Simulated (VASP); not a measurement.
These are PBE GGA, VASP's PBE PAW potentials (set 64) (plane waves; VASP 6.6.1) values and carry that method's errors.

A VASP calculation is set up with these files.

**KPOINTS**
```
Automatic mesh
0
Gamma
6 6 6
0 0 0
```

**INCAR**
```
# general
SYSTEM  = SrF2
PREC    = Accurate
ENCUT   = 520
LREAL   = .FALSE.
LASPH   = .TRUE.

# electronic loop
EDIFF   = 1E-6
NELM    = 100
ALGO    = Normal
LMAXMIX = 4

# smearing
ISMEAR  = 0
SIGMA   = 0.05

# functional
GGA     = PE

# ions
ISIF    = 2

# output
LWAVE   = .FALSE.
LCHARG  = .FALSE.
```

POSCAR:
```
SrF2
1
    0.0000000000     2.9000000000     2.9000000000
    2.9000000000     0.0000000000     2.9000000000
    2.9000000000     2.9000000000     0.0000000000
Sr F
1 2
Direct
  0.0000000000   0.0000000000   0.0000000000
  0.2500000000   0.2500000000   0.2500000000
  0.7500000000   0.7500000000   0.7500000000
```

POTCAR, in this order: Sr_sv F (PBE.64 set). Program: vasp_std.

The run wrote:

**OSZICAR**
```
       N       E                     dE             d eps       ncg     rms          rms(c)
DAV:   1     0.144621593731E+03    0.14462E+03   -0.14264E+04   512   0.147E+03
DAV:   2    -0.128755094103E+02   -0.15750E+03   -0.15207E+03   648   0.312E+02
DAV:   3    -0.184147629899E+02   -0.55393E+01   -0.55327E+01   720   0.611E+01
DAV:   4    -0.185965270227E+02   -0.18176E+00   -0.18175E+00   696   0.858E+00
DAV:   5    -0.186029668398E+02   -0.64398E-02   -0.64398E-02   736   0.114E+00    0.156E+01
DAV:   6    -0.170301101269E+02    0.15729E+01   -0.83327E+00   512   0.202E+01    0.133E+01
DAV:   7    -0.170293559371E+02    0.75419E-03   -0.21673E-01   696   0.404E+00    0.697E+00
DAV:   8    -0.170488562068E+02   -0.19500E-01   -0.38657E-02   656   0.246E+00    0.607E-01
DAV:   9    -0.170566454854E+02   -0.77893E-02   -0.11062E-02   584   0.760E-01    0.426E-01
DAV:  10    -0.170577442792E+02   -0.10988E-02   -0.14054E-03   600   0.296E-01    0.102E-01
DAV:  11    -0.170579162081E+02   -0.17193E-03   -0.16007E-04   560   0.898E-02    0.200E-02
DAV:  12    -0.170579358526E+02   -0.19645E-04   -0.29827E-05   640   0.391E-02    0.199E-02
DAV:  13    -0.170579367626E+02   -0.91001E-06   -0.26170E-06   568   0.128E-02
   1 F= -.17057937E+02 E0= -.17057937E+02  d E =-.505006E-12
```

**OUTCAR**
```
------------------------ aborting loop because EDIFF is reached ----------------------------------------
  FORCE on cell =-STRESS in cart. coord.  units (eV):
  Direction    XX          YY          ZZ          XY          YZ          ZX
  --------------------------------------------------------------------------------------
  Total        0.7157424      0.7157424      0.7157424      0.0000000      0.0000000      0.0000000
  in kB       23.5094974     23.5094974     23.5094974      0.0000000      0.0000000      0.0000000
  external PRESSURE =      23.5094974 kB  Pullay stress =       0.0000000 kB
  volume of cell :       48.78
      direct lattice vectors                 reciprocal lattice vectors
     0.000000000  2.900000000  2.900000000    -0.172413793  0.172413793  0.172413793
     2.900000000  0.000000000  2.900000000     0.172413793 -0.172413793  0.172413793
     2.900000000  2.900000000  0.000000000     0.172413793  0.172413793 -0.172413793
 POSITION                                       TOTAL-FORCE (eV/Angst)
 -----------------------------------------------------------------------------------
      0.00000      0.00000      0.00000         0.000000      0.000000     -0.000000
      1.45000      1.45000      1.45000        -0.000000      0.000000     -0.000000
      4.35000      4.35000      4.35000         0.000000     -0.000000      0.000000
 -----------------------------------------------------------------------------------
    total drift:                               -0.000000     -0.000000      0.000000
  FREE ENERGIE OF THE ION-ELECTRON SYSTEM (eV)
  ---------------------------------------------------
  free  energy   TOTEN  =       -17.0579367626 eV

  energy  without entropy=      -17.0579367626  energy(sigma->0) =      -17.05793676
```
(Selected blocks of OUTCAR.)

The compound is SrF2 in the fluorite structure. The cell was not relaxed at this level.
